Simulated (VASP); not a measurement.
# Al (Fm-3m) in VASP: notebook, part 2 of 2

VASP 6.6.1. Earlier steps stand in the parts before.

### 4 Single point, LDA (grid = ENCUT=350 dk=0.35 cell=3x3x3 ISMEAR=1 SIGMA=0.02 LREAL=Auto EDIFF=1e-06)

Input file INCAR:

```
SYSTEM = Al
PREC = Accurate
ENCUT = 350
EDIFF = 1E-6
ISMEAR = 1
SIGMA = 0.02
LREAL = Auto
LASPH = .True.
NELM = 120
ALGO = Fast
ISIF = 2
LWAVE = .False.
LCHARG = .False.
GGA = CA
NBANDS = 65
```

Input file KPOINTS:

```
Automatic mesh
0
Gamma
  3 3 3
  0 0 0
```

Input file POSCAR:

```
Al
1.0
    0.0000000000      6.0744150000      6.0744150000
    6.0744150000      0.0000000000      6.0744150000
    6.0744150000      6.0744150000      0.0000000000
Al
26
Direct
    0.0000000000      0.0000000000      0.3333333333
    0.0000000000      0.0000000000      0.6666666667
    0.0000000000      0.3333333333      0.0000000000
    0.0000000000      0.3333333333      0.3333333333
    0.0000000000      0.3333333333      0.6666666667
    0.0000000000      0.6666666667      0.0000000000
    0.0000000000      0.6666666667      0.3333333333
    0.0000000000      0.6666666667      0.6666666667
    0.3333333333      0.0000000000      0.0000000000
    0.3333333333      0.0000000000      0.3333333333
    0.3333333333      0.0000000000      0.6666666667
    0.3333333333      0.3333333333      0.0000000000
    0.3333333333      0.3333333333      0.3333333333
    0.3333333333      0.3333333333      0.6666666667
    0.3333333333      0.6666666667      0.0000000000
    0.3333333333      0.6666666667      0.3333333333
    0.3333333333      0.6666666667      0.6666666667
    0.6666666667      0.0000000000      0.0000000000
    0.6666666667      0.0000000000      0.3333333333
    0.6666666667      0.0000000000      0.6666666667
    0.6666666667      0.3333333333      0.0000000000
    0.6666666667      0.3333333333      0.3333333333
    0.6666666667      0.3333333333      0.6666666667
    0.6666666667      0.6666666667      0.0000000000
    0.6666666667      0.6666666667      0.3333333333
    0.6666666667      0.6666666667      0.6666666667
```

Potentials or basis: VASP PAW LDA potentials, release 64 (Al).

Started as:

```
cat potpaw_LDA.64/Al/POTCAR > POTCAR
mpirun -np 1 vasp_std > vasp.out
```

OUTCAR:

```text
SYSTEM = Al
   PREC = Accurate
   ENCUT = 350
   EDIFF = 1E-6
   ISMEAR = 1
   LREAL = Auto
   LASPH = .True.
   NELM = 120
   ISIF = 2
   GGA = CA

 Found      4 irreducible k-points:

 Following reciprocal coordinates:
            Coordinates               Weight
  0.000000  0.000000  0.000000      1.000000
  0.333333  0.000000  0.000000      8.000000
  0.333333  0.333333  0.000000      6.000000
 -0.333333  0.333333  0.000000     12.000000
   k-points           NKPTS =      4   k-points in BZ     NKDIM =      4   number of bands    NBANDS=     65
   number of dos      NEDOS =    301   number of ions     NIONS =     26
   total plane-waves  NPLWV = 157464
   dimension x,y,z NGX =    54 NGY =   54 NGZ =   54
   dimension x,y,z NGXF=   108 NGYF=  108 NGZF=  108
   ions per type =              26
   NGX,Y,Z   is equivalent  to a cutoff of  10.45, 10.45, 10.45 a.u.
   NGXF,Y,Z  is equivalent  to a cutoff of  20.90, 20.90, 20.90 a.u.
 SYSTEM =  Al
   PREC   = accura    normal or accurate (medium, high low for compatibility)
   ISTART =      0    job   : 0-new  1-cont  2-samecut
   ICHARG =      2    charge: 1-file 2-atom 10-const
   ISPIN  =      1    spin polarized calculation?
   LNONCOLLINEAR =      F non collinear calculations
[... 65 lines left out ...]
      2      -0.8369      2.00000
      3      -0.7725      2.00000
      4      -0.7725      2.00000
      5      -0.7725      2.00000
      6      -0.6039      2.00000
[... 205 lines left out ...]
     50       9.0949      0.00000
     51       9.2301      0.00000
 [bands above 51 left out]

------------------------ aborting loop because EDIFF is reached ----------------------------------------

  FORCE on cell =-STRESS in cart. coord.  units (eV):
  Direction    XX          YY          ZZ          XY          YZ          ZX
  --------------------------------------------------------------------------------------
  -------------------------------------------------------------------------------------
  Total      -10.9407078    -10.9407078    -10.9407078     -0.0000000      0.0000000     -0.0000000
  in kB      -39.1032296    -39.1032296    -39.1032296     -0.0000000      0.0000000     -0.0000000
  external PRESSURE =     -39.1032296 kB  Pullay stress =       0.0000000 kB

 VOLUME and BASIS-vectors are now :
 -----------------------------------------------------------------------------
  energy-cutoff  :      350.00
  volume of cell :      448.27
      direct lattice vectors                 reciprocal lattice vectors
     0.000000000  6.074415000  6.074415000    -0.082312453  0.082312453  0.082312453
     6.074415000  0.000000000  6.074415000     0.082312453 -0.082312453  0.082312453
     6.074415000  6.074415000  0.000000000     0.082312453  0.082312453 -0.082312453

 POSITION                                       TOTAL-FORCE (eV/Angst)
 -----------------------------------------------------------------------------------
      2.02480      2.02480      0.00000        -0.146335     -0.146335     -0.000000
      4.04961      4.04961      0.00000         0.146335      0.146335     -0.000000
      2.02480      0.00000      2.02480        -0.146335     -0.000000     -0.146335
      4.04961      2.02480      2.02480         0.131865     -0.131865     -0.131865
      6.07442      4.04961      2.02480        -0.000000      0.146335     -0.146335
      4.04961      0.00000      4.04961         0.146335     -0.000000      0.146335
[... 18 lines left out ...]
      6.07442      6.07442      8.09922        -0.000000     -0.000000     -0.096773
      8.09922      8.09922      8.09922        -0.131865     -0.131865     -0.131865
 -----------------------------------------------------------------------------------
    total drift:                               -0.000000     -0.000000     -0.000000

  FREE ENERGIE OF THE ION-ELECTRON SYSTEM (eV)
  ---------------------------------------------------
  free  energy   TOTEN  =      -107.0513470802 eV

  energy  without entropy=     -107.0479728524  energy(sigma->0) =     -107.05022234
```

Wall time 1.7 min (1 thread of Intel Xeon Platinum 8488C (Sapphire Rapids), shared host); peak memory 0.29 GiB.

The run converged, but some of its settings lie outside the range that counts as converged, so its numbers aren't taken as properties of the crystal.

What came out:

```yaml
Free_energy: -107.0513 eV
Pressure: -3.9 GPa
Largest_force: 0.228 eV/Å
Band_gap_on_the_k_mesh: none (metal or under the smearing width)
```

### 5 The reference run

An earlier run on the cell as given: functional PBE; potentials or basis VASP PAW PBE potentials, release 64 (Al); cutoff 520 eV; k mesh 11 × 11 × 11; occupations fermi-dirac, width 0.05 eV; no spin polarisation.

* Pressure: -0.5 GPa
* Band gap on the k mesh: none (metal or under the smearing width)
